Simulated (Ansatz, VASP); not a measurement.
**One calculation of TaN, two programs**

```
Ta N
1.0
     5.25727    0.00000    0.00000
    -2.62863    4.55293    0.00000
     0.00000    0.00000    2.92511
Ta N
3 3
Direct
  0.00000 0.00000 0.00000
  0.33333 0.66667 0.50000
  0.66667 0.33333 0.50000
  0.50000 0.00000 0.00000
  0.50000 0.50000 0.00000
  0.00000 0.50000 0.00000
```

Alike in both runs: functional PBE; k mesh 6 × 6 × 8; occupations gaussian, width 0.1 eV; no spin polarisation.

Ansatz relaxed the structure, and its values are those at the end. VASP's run is a single point on that final structure, the one shown.

|  | VASP | Ansatz |
| --- | --- | --- |
| version | VASP 6.6.1 | Ansatz 0.2.0 |
| potentials or method | VASP PAW PBE potentials, release 64 (Ta_pv, N) | scalar-relativistic, plane waves, PAW |
| plane-wave cutoff (eV) | 520 | 420 |
| valence electrons in the cell | 48 | 54 |

Ansatz gave:

```
gap on the k mesh at the Fermi level (eV) : none
pressure (GPa)                            : 0.2
```

Problem. Estimate VASP's values.

Solution. gap on the k mesh at the Fermi level (eV): none; pressure (GPa): 0.9.

A gap of «none» marks a metal or a gap that the smearing closes. The two sets of potentials don't hold the same shells in valence.

The runs have no spin-orbit coupling, so splittings on Ta are missing.
